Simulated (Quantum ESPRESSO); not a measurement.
The system is BaZrO3.

```
Ba Zr O
1.0
     4.19134    0.00000    0.00000
     0.00000    4.19134    0.00000
     0.00000    0.00000    4.19134
Ba Zr O
1 1 3
Direct
  0.00000 0.00000 0.00000
  0.50000 0.50000 0.50000
  0.50000 0.50000 0.00000
  0.50000 0.00000 0.50000
  0.00000 0.50000 0.50000
```

Base run:

| Property | Result |
| --- | --- |
| Program | Quantum ESPRESSO 7.5 |
| Functional | LDA |
| Potentials or basis | PseudoDojo 0.4.1 SR LDA standard |
| Cutoff | 1143 eV |
| Density cutoff | 4572 eV |
| k mesh | 4 × 4 × 4, shifted |
| Occupations | fermi-dirac, width 0.05 eV |
| Spin | no spin polarisation |

Its results: pressure -5.0 GPa; electronic dielectric tensor (diagonal) 4.82.

Problem. The run is repeated on the same cell with these changes: functional from LDA to PBE; potentials or basis from PseudoDojo 0.4.1 SR LDA standard to PseudoDojo 0.4.1 SR PBE standard. What comes out?

Solution. Pressure 4.2 GPa; electronic dielectric tensor (diagonal) 4.77.

Caveats: this release of the barium file is off; the cell is more than 3 GPa from zero pressure, which shifts response properties.
